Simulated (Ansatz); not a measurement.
# One input, then a changed one: bcc Nb (100), 3 layers

First run: DFT, PBEsol, all-electron LAPW, scalar-relativistic (Ansatz 0.2.0).

Command: `ansatz run input.yaml --threads 1 --pin off --max-ram 3584MiB --backend cpu --events-out ev --progress --plain --runs-dir out` It took 100 s on 1 thread of Arm Neoverse V1, with other jobs on the host, peak memory 0.62 GiB.

```yaml
crystal:
  lattice:
    - [3.2722439174, 0.0, 0.0]
    - [0.0, 3.2722439174, 0.0]
    - [0.0, 0.0, 19.2722]
  atoms:
    - { symbol: Nb, position: [0.0, 0.0, 0.4258375869] }
    - { symbol: Nb, position: [0.5, 0.5, 0.5000000343] }
    - { symbol: Nb, position: [0.0, 0.0, 0.5741623788] }
  periodic: [true, true, false]
kpoints:
  mp_grid: { grid: [10, 10, 1] }
scf:
  occupations: { method: fermi_dirac, width: 0.05 }
hamiltonian:
  xc: pbesol
  pseudopotentials: { kind: all_electron, lapw: { basis_error: 0.001 } }
output:
  forces: true
  stress: true
  eigenvalues: true
```

The slab is cut from a bulk crystal relaxed on PAW files (its atoms may have been relaxed since).

This run: no images along the normal.

It converges in 14 SCF iterations, largest force 0.002 eV/Å.

A second input differs as follows:

```diff
   atoms:
-    - { symbol: Nb, position: [0.0, 0.0, 0.4258375869] }
+    - { symbol: Nb, position: [0.0, 0.0, 0.4258375869], spin: 2.0 }
   occupations: { method: fermi_dirac, width: 0.05 }
+  max_iter: 60
 hamiltonian:
```

Q: What is wrong with it, and what does the program do?

A: The change was made to test a moment without spin polarisation. The run is refused before any iteration. The log ends:
```
Error: inconsistent input (magnetization.spin_polarized): false but per-atom `spin:`, `per_species`, `initial_magnetization`, `magnetic_field`, or `spin_locking` is set
crystal.periodic: the vector that does not repeat, 0.000° off the slab's normal and 19.272 Å along it as the deck builds it, stands along the normal, 29.517 Å long
```
